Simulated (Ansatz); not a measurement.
**Sn: a Sn atom hops into a vacancy**

One Sn atom is taken out of a 2×2×2 supercell of Sn. How high is the barrier for its neighbour Sn3, 2.79 Å away, to move into the hole? The program relaxes both ends, then the band.

Method: DFT LDA, plane waves, PAW, scalar-relativistic, no spin polarisation, in Ansatz 0.2.0.

## (1) The structure to begin with

The cell holds 15 atoms (Sn15): a = 9.156 Å, b = 9.156 Å, c = 9.156 Å, α = 60.00°, β = 60.00°, γ = 60.00°.

The empty site lies at (3.24, 3.24, 0.01) Å, and Sn3 starts at (4.86, 4.83, 1.65) Å. All atoms were shaken by about 0.02 Å to break the symmetry.

Structure file:

```
CELL_PARAMETERS angstrom
0.00000 6.47428 6.47428
6.47428 0.00000 6.47428
6.47428 6.47428 0.00000
ATOMIC_POSITIONS crystal
Sn 0.00224 0.99672 0.00039
Sn 0.12766 0.12260 0.12475
Sn 0.12533 0.12891 0.62102
Sn 0.99696 0.50093 0.99977
Sn 0.12609 0.62669 0.12641
Sn 0.99922 0.50416 0.49366
Sn 0.12541 0.62731 0.62326
Sn 0.50136 0.00261 0.00202
Sn 0.62499 0.12159 0.12946
Sn 0.50096 0.00189 0.49955
Sn 0.62998 0.12785 0.62223
Sn 0.50246 0.50021 0.00155
Sn 0.63036 0.62365 0.12527
Sn 0.50478 0.49644 0.50040
Sn 0.62385 0.62479 0.62458
```

## (2) Nudged elastic band

crystal.atoms is the first end and neb.final_atoms the second, which differs in Sn3 alone.

input.yaml

```yaml
crystal:
  lattice:
    - [0.0, 6.47428498, 6.47428498]
    - [6.47428498, 0.0, 6.47428498]
    - [6.47428498, 6.47428498, 0.0]
  atoms:
    - { symbol: Sn, position: [0.00223983, -0.00327534, 0.00039351] }
    - { symbol: Sn, position: [0.12766255, 0.12260157, 0.12475299] }
    - { symbol: Sn, position: [0.12532659, 0.12891396, 0.62102421] }
    - { symbol: Sn, position: [-0.00303946, 0.50092746, -0.00023052] }
    - { symbol: Sn, position: [0.12609404, 0.62668866, 0.12640896] }
    - { symbol: Sn, position: [-0.00077934, 0.50415827, 0.49365941] }
    - { symbol: Sn, position: [0.12540985, 0.62730923, 0.62325728] }
    - { symbol: Sn, position: [0.5013596, 0.00260553, 0.0020234] }
    - { symbol: Sn, position: [0.62499417, 0.12158799, 0.12945525] }
    - { symbol: Sn, position: [0.50096158, 0.00188598, 0.49954672] }
    - { symbol: Sn, position: [0.62997819, 0.1278486, 0.6222273] }
    - { symbol: Sn, position: [0.50245727, 0.50020898, 0.00155319] }
    - { symbol: Sn, position: [0.63035901, 0.6236549, 0.12527407] }
    - { symbol: Sn, position: [0.50478034, 0.49644409, 0.50040261] }
    - { symbol: Sn, position: [0.62385399, 0.6247883, 0.62457891] }
kpoints:
  mp_grid: { grid: [2, 2, 2] }
magnetization:
  spin_polarized: false
scf:
  occupations: { method: fermi_dirac, width: 0.1 }
hamiltonian:
  pseudopotentials: { kind: paw }
  xc: lda
basis:
  ecutwfc: 420
neb:
  images: 5
  relax_end_points: true
  climbing: true
  f_tol: 0.05
  max_iterations: 40
  order_check: false
  final_atoms:
    - { symbol: Sn, position: [0.00223983, -0.00327534, 0.00039351] }
    - { symbol: Sn, position: [0.12766255, 0.12260157, 0.12475299] }
    - { symbol: Sn, position: [0.00116488, 0.00035281, 0.49997396] }
    - { symbol: Sn, position: [-0.00303946, 0.50092746, -0.00023052] }
    - { symbol: Sn, position: [0.12609404, 0.62668866, 0.12640896] }
    - { symbol: Sn, position: [-0.00077934, 0.50415827, 0.49365941] }
    - { symbol: Sn, position: [0.12540985, 0.62730923, 0.62325728] }
    - { symbol: Sn, position: [0.5013596, 0.00260553, 0.0020234] }
    - { symbol: Sn, position: [0.62499417, 0.12158799, 0.12945525] }
    - { symbol: Sn, position: [0.50096158, 0.00188598, 0.49954672] }
    - { symbol: Sn, position: [0.62997819, 0.1278486, 0.6222273] }
    - { symbol: Sn, position: [0.50245727, 0.50020898, 0.00155319] }
    - { symbol: Sn, position: [0.63035901, 0.6236549, 0.12527407] }
    - { symbol: Sn, position: [0.50478034, 0.49644409, 0.50040261] }
    - { symbol: Sn, position: [0.62385399, 0.6247883, 0.62457891] }
```

The run is started by

```bash
> ansatz run input.yaml --threads 4 --pin off --max-ram 8192MiB --backend cpu --events-out ev --progress --plain --runs-dir out
```

The program printed (excerpt; [...] marks lines left out):

```text
Warning: neb: disabling space-group detection — the band's intermediate images generally break the endpoint symmetry, so no spatial operation reduces the k-mesh or symmetrises the density, except that a semilocal band can use its path's symmetry ahead of convergence; time reversal is [...]
Warning: RAYON_NUM_THREADS=4 ignored (pool sized by the plan → 4); use --threads N
[...]
Pseudopotentials: kind: paw
Pseudopotential: Sn, paw, valence charge 14, recommended cutoff 420 eV (normal), Sn.paw.azcp
Functional definition: SPW92
[...]
parallel-image band execution: 4 concurrent image workers
NEB image 0
Crystal: 15 atoms, lattice volume = 542.757 Å³
Basis set: ecut = 420 eV, 10777 PW (Γ)
Bands: 126, of which v1, the nominal top of the filled ones, is band 105 counted from 1 (104 counted from 0)
Symmetry: 1 space group operations
k-points: 8
[...]
SCF iter   1: F=—  HF=-88189.682541 eV  |F-HF|=—  |Δ(HF+E_count)|=         —  Δρ=5.80e-3  dr2=1.35e-1  ethr=1.77e-3  ⟨swp⟩=6.0  Hψ=3721  notcnv=0
[...]
NSCF: frozen V_eff on 8 k-points
NEB image 6
[...]
NSCF: frozen V_eff on 8 k-points
NEB end point (image 0): max|allowed force component| = 4.937e-1 eV/Å (the criterion of neb.relax_end_points is 1.000e-2)
NEB end point (image 6): max|allowed force component| = 4.857e-1 eV/Å (the criterion of neb.relax_end_points is 1.000e-2)
NEB image 0, for its relaxation
[...]
NEB image 0, for its relaxation
[...]
NEB image 0, for its relaxation
[...]
NEB image 0, for its relaxation
[...]
NEB image 0
[...]
NSCF: frozen V_eff on 8 k-points
NEB end point (image 0): relaxed in 20 SCF iterations, 0.148571 eV lower, largest move of an atom 0.171 Å; not tested for a saddle point
NEB image 6, for its relaxation
[...]
NEB image 6, for its relaxation
[...]
SCF iter   5: F=—  HF=-88189.697316 eV  |F-HF|=—  |Δ(HF+E_count)|=   2.35e-5  Δρ=3.70e-5  dr2=9.31e-6  ethr=5.63e-8  ⟨swp⟩=2.0  Hψ=1811  notcnv=0  defer=41
```

## (3) More of the same log

The log, continued (excerpt; [...] marks lines left out):

```text
SCF iter   6: F=—  HF=-88189.697138 eV  |F-HF|=—  |Δ(HF+E_count)|=   1.79e-4  Δρ=9.81e-6  dr2=4.19e-7  ethr=4.43e-9  ⟨swp⟩=2.0  Hψ=1744  notcnv=0  defer=41
[...]
NEB image 6, for its relaxation
[...]
NEB image 6, for its relaxation
[...]
NEB image 6
[...]
NSCF: frozen V_eff on 8 k-points
NEB end point (image 6): relaxed in 20 SCF iterations, 0.176019 eV lower, largest move of an atom 0.196 Å; not tested for a saddle point
NEB image 1
[...]
NEB image 2
[...]
NEB image 3
[...]
NEB image 4
[...]
NEB image 5
[...]
SCF iter   7: F=-88189.685354 eV  HF=-88189.685354 eV  |F-HF|=1.84e-8  |Δ(HF+E_count)|=   1.07e-8  Δρ=2.96e-6  dr2=6.18e-8  ethr=4.76e-11  ⟨swp⟩=5.0  Hψ=3779  notcnv=0
[...]
NEB iter   1: max|band force component| = 3.647e-1 eV/Å  barrier→ = 0.4124 eV  barrier← = 0.4124 eV  CI = image 3  Δτ_max = 0.1250 Å  (57 SCF iters)
[...]
    - { symbol: Sn, position: [0.12231486853980905, 0.6278781714602528, 0.12729994881007894] }
    - { symbol: Sn, position: [0.007367827789162229, 0.4782285487315102, 0.5056483350174188] }
    - { symbol: Sn, position: [0.12056636659250897, 0.6472897817429507, 0.618843041125243] }
    - { symbol: Sn, position: [0.49889771488514667, 0.004478864184511239, -0.0028269572447738034] }
    - { symbol: Sn, position: [0.6290304211209488, 0.12115713467086264, 0.12731834152982946] }
    - { symbol: Sn, position: [0.47939989835093283, 0.006225986778050696, 0.5056671797599328] }
    - { symbol: Sn, position: [0.6486111500468793, 0.11937567074959066, 0.6188259229860675] }
    - { symbol: Sn, position: [0.5003817338905986, 0.49922182862092956, -0.0013422074452573152] }
    - { symbol: Sn, position: [0.627552053122781, 0.6264199059774789, 0.12583689015818456] }
    - { symbol: Sn, position: [0.4989155294050047, 0.49772626629623007, 0.5038939072921435] }
    - { symbol: Sn, position: [0.6290205330607299, 0.6278798751868979, 0.620590958324048] }
```

Run time: 3.9 min. Hardware: 4 threads of Intel Xeon Platinum 8488C (Sapphire Rapids), shared host; peak memory 3.3 GiB.

## (4) What the band shows

Images 0 and 6 are the ends. Energies count from image 0; the path length is the program's own measure over all atoms.

| image | path (Å) | energy (eV) | Sn3 x y z (Å) | band force (eV/Å) |
| --- | --- | --- | --- | --- |
| 0 | 0.000 | 0.0000 | 4.76 4.77 1.54 | - |
| 1 | 0.449 | 0.0183 | 4.55 4.56 1.32 | 0.016 |
| 2 | 0.898 | 0.1694 | 4.30 4.30 1.07 | 0.011 |
| 3* | 1.347 | 0.3271 | 4.05 4.05 0.82 | 0.005 |
| 4 | 1.793 | 0.1712 | 3.80 3.81 0.57 | 0.011 |
| 5 | 2.239 | 0.0191 | 3.55 3.56 0.32 | 0.016 |
| 6 | 2.685 | 0.0000 | 3.34 3.35 0.11 | - |

The star marks the climbing image.

image, energy (eV) and a bar:
```
        0      0.000 
        1      0.018 ##
        2      0.169 ################
        3      0.327 ##############################
        4      0.171 ################
        5      0.019 ##
        6      0.000
```

How the highest energy settled:

| iteration | highest image above image 0 (eV) | largest band force (eV/Å) |
| --- | --- | --- |
| 1 | 0.4124 | 0.365 |
| 2 | 0.3320 | 0.139 |
| 3 | 0.3278 | 0.078 |
| 4 | 0.3271 | 0.016 |

The band as a trajectory file:

```xyz
15
Lattice="0.000 6.474 6.474 6.474 0.000 6.474 6.474 6.474 0.000" Properties=species:S:1:pos:R:3 pbc="T T T" image=0 dE=0.0000
Sn    0.002    0.007    0.032
Sn    1.717    1.724    1.532
Sn    4.763    4.768    1.537
Sn    3.218    0.007    3.247
Sn    4.862    1.617    4.862
Sn    6.474    3.260    3.249
Sn    8.185    4.770    4.959
Sn    0.001    3.222    3.250
Sn    1.612    4.869    4.860
Sn    3.258    6.482    3.250
Sn    4.756    8.199    4.968
Sn    3.238    3.244    6.486
Sn    4.864    4.868    8.113
Sn    6.473    6.482    6.467
Sn    8.087    8.091    8.111
15
Lattice="0.000 6.474 6.474 6.474 0.000 6.474 6.474 6.474 0.000" Properties=species:S:1:pos:R:3 pbc="T T T" image=1 dE=0.0183
Sn   -0.075   -0.069    0.062
Sn    1.648    1.655    1.581
Sn    4.551    4.557    1.325
Sn    3.245    0.027    3.268
Sn    4.891    1.637    4.879
Sn    6.398    3.293    3.173
Sn    8.120    4.815    4.894
Sn    0.020    3.250    3.269
Sn    1.630    4.898    4.879
Sn    3.287    6.406    3.174
Sn    4.806    8.129    4.897
Sn    3.247    3.254    6.496
Sn    4.874    4.880    8.123
Sn    6.494    6.501    6.493
Sn    8.105    8.111    8.140
15
Lattice="0.000 6.474 6.474 6.474 0.000 6.474 6.474 6.474 0.000" Properties=species:S:1:pos:R:3 pbc="T T T" image=2 dE=0.1694
Sn   -0.124   -0.117    0.092
Sn    1.670    1.677    1.571
Sn    4.296    4.303    1.071
Sn    3.237    0.033    3.274
Sn    4.910    1.634    4.876
Sn    6.350    3.325    3.124
Sn    8.143    4.804    4.917
Sn    0.026    3.244    3.274
Sn    1.627    4.917    4.876
Sn    3.318    6.357    3.124
Sn    4.796    8.152    4.919
Sn    3.242    3.249    6.490
Sn    4.880    4.887    8.128
Sn    6.500    6.507    6.486
Sn    8.101    8.108    8.158
15
Lattice="0.000 6.474 6.474 6.474 0.000 6.474 6.474 6.474 0.000" Properties=species:S:1:pos:R:3 pbc="T T T" image=3 dE=0.3271
Sn   -0.104   -0.096    0.088
Sn    1.724    1.731    1.553
Sn    4.047    4.054    0.821
Sn    3.204    0.018    3.259
Sn    4.889    1.616    4.857
Sn    6.370    3.321    3.144
Sn    8.197    4.787    4.971
Sn    0.011    3.212    3.259
Sn    1.609    4.897    4.857
Sn    3.314    6.378    3.144
Sn    4.779    8.206    4.972
Sn    3.223    3.231    6.472
Sn    4.870    4.878    8.119
Sn    6.485    6.492    6.453
Sn    8.083    8.090    8.138
15
Lattice="0.000 6.474 6.474 6.474 0.000 6.474 6.474 6.474 0.000" Properties=species:S:1:pos:R:3 pbc="T T T" image=4 dE=0.1712
Sn   -0.051   -0.043    0.071
Sn    1.744    1.752    1.549
Sn    3.799    3.808    0.573
Sn    3.184    0.000    3.240
Sn    4.856    1.601    4.842
Sn    6.424    3.305    3.198
Sn    8.218    4.783    4.992
Sn   -0.008    3.192    3.240
Sn    1.594    4.864    4.842
Sn    3.297    6.431    3.197
Sn    4.775    8.226    4.992
Sn    3.214    3.222    6.462
Sn    4.852    4.860    8.100
Sn    6.466    6.474    6.432
Sn    8.068    8.076    8.104
15
Lattice="0.000 6.474 6.474 6.474 0.000 6.474 6.474 6.474 0.000" Properties=species:S:1:pos:R:3 pbc="T T T" image=5 dE=0.0191
Sn   -0.027   -0.019    0.059
Sn    1.696    1.705    1.579
Sn    3.547    3.555    0.320
Sn    3.202   -0.003    3.236
Sn    4.848    1.607    4.847
Sn    6.448    3.293    3.222
Sn    8.171    4.814    4.944
Sn   -0.012    3.210    3.236
Sn    1.599    4.857    4.847
Sn    3.286    6.455    3.220
Sn    4.805    8.179    4.944
Sn    3.219    3.228    6.467
Sn    4.846    4.854    8.094
Sn    6.462    6.471    6.449
Sn    8.073    8.081    8.096
15
Lattice="0.000 6.474 6.474 6.474 0.000 6.474 6.474 6.474 0.000" Properties=species:S:1:pos:R:3 pbc="T T T" image=6 dE=0.0000
Sn   -0.096   -0.088    0.106
Sn    1.618    1.628    1.608
Sn    3.336    3.347    0.111
Sn    3.229    0.016    3.254
Sn    4.874    1.626    4.867
Sn    6.383    3.338    3.156
Sn    8.094    4.846    4.868
Sn    0.006    3.238    3.255
Sn    1.619    4.883    4.865
Sn    3.335    6.385    3.151
Sn    4.834    8.103    4.867
Sn    3.230    3.239    6.478
Sn    4.856    4.865    8.103
Sn    6.481    6.492    6.477
Sn    8.095    8.101    8.123
```

## (5) Outcome

```
                    quantity                                                                   value
      relaxation of the ends  0.149 eV lower, moves up to 0.17 Å; 0.176 eV lower, moves up to 0.20 Å
            barrier forwards                                                                0.327 eV
           barrier backwards                                                                0.327 eV
second end relative to first                                                                0.000 eV
               highest image                                                   3 of 0 to 6, climbing
             band iterations                                                                       4
```

In words: The top lies 0.33 eV above the first end, or 13 kT at room temperature, which at an assumed attempt frequency of 10^13 s⁻¹ means a rate near 10^8 s⁻¹. Both ends agree in energy to 1 meV. The input switches the test of curvatures off, so the top was not shown to be a first-order saddle. In 15 atoms the vacancy feels its images, and neither cell size nor mesh was tested.
